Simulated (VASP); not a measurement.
The system is InAs.

```
In As
1.0
     0.00000    3.01800    3.01800
     3.01800    0.00000    3.01800
     3.01800    3.01800    0.00000
In As
1 1
Direct
  0.00000 0.00000 0.00000
  0.75000 0.75000 0.75000
```

| Quantity | Value |
| --- | --- |
| Program | VASP 6.6.1 |
| Task | relaxation of cell and atoms |
| Functional | PBE0 |
| Potentials or basis | VASP PAW PBE potentials, release 64 (In_d, As) |
| Cutoff | 600 eV |
| k mesh | 4 × 4 × 4 |
| Occupations | fermi-dirac, width 0.05 eV |
| Spin | no spin polarisation |

At the start: pressure 2.0 GPa; volume 27.49 Å³/atom.

**Question.** Where does the relaxation end?

**Answer.** Over 3 steps the energy falls by 5.4 meV/atom and the volume is 28.37 Å³/atom (+3.2 %); space group F-43m (No. 216, to 0.05 Å).

The path:
```
step  energy change (eV)  largest force (eV/Å)  pressure (GPa)  volume (Å³)
   1              0.0000                0.0000            1.97        54.98
   2             -0.0077                0.0000           -0.98        57.71
   3             -0.0108                0.0000           -0.08        56.75
```

Final structure:
```
CELL_PARAMETERS angstrom
0.00000 3.05005 3.05005
3.05005 0.00000 3.05005
3.05005 3.05005 0.00000
ATOMIC_POSITIONS crystal
In 0.00000 0.00000 0.00000
As 0.75000 0.75000 0.75000
```

Caveat: the k mesh is coarse (spacing up to 0.45 Å⁻¹), so the values aren't converged, least of all with exact exchange; the PAW data sets were made with another functional, which shifts forces and pressure a little.
